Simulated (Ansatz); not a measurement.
# BaZrO₃: pressure against volume per atom

Density functional stress and forces at fixed atoms, pressure and stress positive in compression, spin-unpolarised plane waves. The results are calculated, by Ansatz 0.2.0.

Cell of the first row (space group Pm-3m, No. 221):
```
BaZrO3
1.0
      4.0371     0.0000     0.0000
      0.0000     4.0371     0.0000
      0.0000     0.0000     4.0371
Ba Zr O
1 1 3
Direct
  0.00000 0.00000 0.00000
  0.50000 0.50000 0.50000
  0.50000 0.50000 0.00000
  0.50000 0.00000 0.50000
  0.00000 0.50000 0.50000
```

Settings of every row: periodic directions 3; functional r2SCAN; spin orbit yes; potentials PAW; wave cutoff 500 eV; k mesh 6x6x6; smearing width 0 eV.

```csv
row,volume per atom (Å³),pressure (GPa)
1,13.16,26.05
2,13.575,18.15
3,14,11.25
4,14.433,?
5,14.874,-0.04
6,15.325,-4.6
7,15.785,-8.55
8,16.254,-11.95
9,16.732,-14.87
```

Question: what pressure should row 4 give?

Worked fit of pressure. Take u = (V_r/V)^(2/3) − 1 with V_r = 15.099 Å³ an atom, which is twice the finite (Eulerian) strain; such expansions in the strain, on which the Birch-Murnaghan equation of state is built, carry the rest volume and the bulk modulus. The shown rows have u = 0.09596, 0.07351, 0.05167, 0.01006, -0.00986, -0.02919, -0.04795, -0.06617. Least squares give pressure = −2.406 + 228.98 × u + 650.5 × u² + 554 × u³ GPa; a parabola predicts inner rows, each left out in turn, worse (root mean square 0.072 against 0.013 GPa). The rows lie off it by 0.00, -0.01, 0.01, 0.00, 0.00, 0.00, 0.00, 0.00. The pressure vanishes at u = 0.0102, or V = 14.87 Å³ an atom, and there the bulk modulus with atoms relaxed is B = −V dP/dV = (2/3)(1 + u) dP/du = 163 GPa. The withheld row has u = 0.03053, so the fit gives −2.406 + 228.98 × (0.03053) + 650.5 × (0.03053)² + 554 × (0.03053)³ = 5.21 GPa.

The calculation gave 5.21 GPa. The fit meets it to the printed digit.
